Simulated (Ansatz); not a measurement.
**Al3Cu2: a vibration from a frozen displacement**

Computed with DFT PBEsol, scalar-relativistic, plane waves, PAW (Ansatz). Cutoff 420 eV, Γ-centred 12×12×10 k-points, Gaussian smearing of 0.15 eV. No spin polarisation. Energies are free energies at this smearing, counted from the undisturbed cell; pressure is positive in compression.

Reference structure (relaxed at this level; it needn't be the usual structure):

```
CELL_PARAMETERS angstrom
4.09859 0.00000 0.00000
-2.04929 3.54948 0.00000
0.00000 0.00000 4.98210
ATOMIC_POSITIONS crystal
Al 0.00000 0.00000 0.00000
Al 0.33333 0.66667 0.35151
Al 0.66667 0.33333 0.64849
Cu 0.33333 0.66667 0.84229
Cu 0.66667 0.33333 0.15771
```

Every Cu atom is moved by x along the Cartesian unit vector (-0.721, -0.417, 0.553); the cell and all other atoms stay fixed. The cell's volume is 72.48 Å³; the moved atoms weigh 127.092 u together and the others 80.945 u. Some rows repeat others by symmetry and weren't run.

| x (Å) | ΔE (meV/cell) | total force on the moved atoms along the move (eV/Å) | pressure (GPa) |
| --- | --- | --- | --- |
| -0.5000 | 1476.15 | 5.6975 | 10.1821 |
| -0.4375 | 1138.99 | 5.0827 | 7.9111 |
| -0.3750 | 841.81 | 4.4199 | 5.8813 |
| -0.3125 | 587.21 | 3.7223 | 4.1209 |
| -0.2500 | 377.04 | 2.9999 | 2.6532 |
| -0.1250 | 94.61 | 1.5121 | 0.6607 |
| 0.0000 | 0.00 | 0.0000 | -0.0121 |
| 0.1250 | 94.61 | -1.5121 | 0.6607 |
| 0.2500 | 377.04 | -2.9999 | 2.6532 |
| 0.3125 | 587.21 | -3.7223 | 4.1209 |
| 0.3750 | 841.81 | -4.4199 | 5.8813 |
| 0.4375 | 1138.99 | -5.0827 | 7.9111 |
| 0.5000 | 1476.15 | -5.6975 | 10.1821 |

Problem. What frequency belongs to this motion?

Solution. The force constant is k = −dF/dx = 12.097 eV/Å², from the parabola through x = -0.1250, 0 and 0.1250. In every cell the moved atoms swing against the rest, so the mass is μ = m₁m₂/(m₁ + m₂) = 49.450 u, and ν̃ = 521.5 cm⁻¹ × √(|k|/μ) = 258 cm⁻¹. The pattern needn't be a normal mode: ν̃² is then a weighted mean of the squared nonzero frequencies at the zone centre of this cell, so it lies between the lowest and the highest of them.

Problem. How far does the harmonic law reach?

Solution. At x = -0.500 Å, kx²/2 = 1512.10 meV against the computed 1476.15 meV (-2.4 %): the well is still close to harmonic there.

Problem. The pressure changes with x². What does that say about the frequency under compression?

Solution. With E = k(V)x²/2, k ∝ V^(−2γ) and x scaling with the cell as V^(1/3), P − P0 = −∂E/∂V = (2γ − 2/3) ΔE/V. At x = 0.2500 Å, V(P − P0) = 72.48 × 2.66534 / 160.2 eV = 1205.74 meV and ΔE = 377.04 meV, so γ = 1/3 + V(P − P0)/(2ΔE) = 1.93. This is the Grüneisen parameter of the motion under uniform scaling of the cell: shrinking the cell evenly by 1 % in volume raises the frequency by about 1.93 %.

In a metal these slopes depend on the k mesh and the smearing.